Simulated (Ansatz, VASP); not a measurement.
# NaH in VASP and in Ansatz

```
Na H
1.0
    -0.02440    2.42780    2.42780
     2.42780   -0.02440    2.42780
     2.42780    2.42780   -0.02440
Na H
1 1
Cartesian
  0.0000 0.0000 0.0000
  2.4156 2.4156 2.4156
```

Change from the starting cell: equal xy, yz and zx shear strains of -1 %, crystal datasets.

Alike in both runs: task electric field gradients; functional PBEsol; k mesh 9 × 9 × 9; occupations fermi-dirac, width 0.03 eV; no spin polarisation.

```csv
,VASP,Ansatz
version,VASP 6.6.1,Ansatz 0.2.0
potentials or method,"VASP PAW PBE potentials, release 64 (Na_pv, H), cutoff 520 eV","all-electron PAW with datasets made for the crystal, scalar-relativistic"
```

|  | VASP | Ansatz | Ansatz less VASP |
| --- | --- | --- | --- |
| gap on the k mesh at the Fermi level (eV) | 3.78 | 3.79 | +0.002 |
| pressure (GPa) | -1.2 | -1.2 | +0.01 |
| largest component of the traceless stress (GPa) | 0.21 | 0.21 | 0.000 |
| Vzz of the field gradient on the site that differs most (V/Å²) | 0.6 | 0.5 | -0.02 |

Ansatz ran all-electron here, so the differences hold the error of VASP's frozen core and of both bases.

Caveats: the PAW data sets were made with another functional, which shifts forces and pressure a little (VASP); an odd mesh through Γ misses points on the zone boundary, where band edges often lie.
